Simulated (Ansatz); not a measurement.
The system is NbAs.

```
Nb As
1.0
    -1.72585    1.72585    5.84000
     1.72585   -1.72585    5.84000
     1.72585    1.72585   -5.84000
Nb As
2 2
Cartesian
  0.0000 1.7259 0.0000
  0.0000 0.0000 8.7600
  0.0000 1.7259 4.8589
  0.0000 0.0000 1.9389
```

| Item | Value |
| --- | --- |
| Program | Ansatz 0.2.0 |
| Task | relaxation of cell and atoms |
| Functional | RPBE |
| Potentials or basis | Ansatz PAW |
| Cutoff | 420 eV (not typed: the program's choice for these potentials) |
| k mesh | 11 × 11 × 11 |
| Occupations | fermi-dirac, width 0.05 eV |
| Spin | no spin polarisation |

At the start: volume 17.39 Å³/atom.

Q: How do energy, volume and symmetry change on relaxing?

A: It ends after 5 steps and the volume is 18.01 Å³/atom (+3.6 %); space group I4_1md (No. 109, to 0.05 Å).

Step by step:
```tsv
step	energy change (eV)	largest force (eV/Å)	volume (Å³)
1	0.0000	0.3030	69.58
2	-0.0094	0.0963	74.55
3	-0.0506	0.0065	72.19
4	-0.0508	0.0066	72.05
5	-0.0513	0.0066	72.05
```

Final structure:
```
Nb As
1.0
    -1.74530    1.74530    5.91346
     1.74530   -1.74530    5.91346
     1.74530    1.74530   -5.91346
Nb As
2 2
Direct
  0.49898 0.99898 0.50000
  0.74898 0.74898 0.00000
  0.91702 0.41702 0.50000
  0.16702 0.16702 0.00000
```

Caveat: the plane-wave basis is chosen anew once the cell has moved, so the energies of steps on either side of that aren't comparable; the PAW data sets come from PBE, with cores solved anew for the run's functional, which leaves a small shift of forces and pressure.
